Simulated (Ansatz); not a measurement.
Records of electronic-structure calculations.

### PbSe (Clausthalite): spin-orbit coupling beyond the local functionals

It takes space group Fm-3m (No. 225, cubic). Conventional cell: a = 6.121 Å, b = 6.121 Å, c = 6.121 Å, α = 90.00°, β = 90.00°, γ = 90.00°. Nearest to Pb lie 6 Se at 3.06 Å. Nearest to Se lie 6 Pb at 3.06 Å. Farther neighbours and most contacts between anions are not listed.

```
method              : DFT, HSE06 with spin-orbit coupling, plane waves, PAW; PAW set soft_1 (and 1 further level or step)
program             : Ansatz 0.2.0
settings of one run : cutoff 420 eV, 4×4×4 k-mesh, smearing width 0.02 eV, PAW set soft 1
cost                : 2 runs, 57 s in all on 1 × NVIDIA H100 80GB HBM3 (shared by 6 runs) with 3 threads of AMD EPYC 7R13 (Zen 3), shared host (the runs of this entry)
notes               : The cell and positions come from the Crystallography Open Database and are kept as given unless a step says otherwise.
HSE06               : 0.70 eV
HSE06+SOC           : 0.14 eV
```

Spin-orbit coupling changes the gap by −0.56 eV and the least direct gap by −0.56 eV. With so narrow a gap beside heavy atoms the bands may invert, and the change is then no simple shift.

[Paths, hosts, dates, memory and timing lines, banners, echoed tables and standing remarks are left out of the program output.]

[Logs are printed without paths, hosts, clocks, repeated set-up lines and the standing remarks that a program may print on its own settings, such as how far it seeks lower states.]

[Runs of the session that timed out or met a known fault of the program may be left out.]

[Cells called generated may have been cut or substituted from an entry of the Crystallography Open Database or the Materials Project.]

[Hosts, paths, dates, database ids (printed as entryN), source tags and the programs' standing remarks are cut or masked in the printed files.]
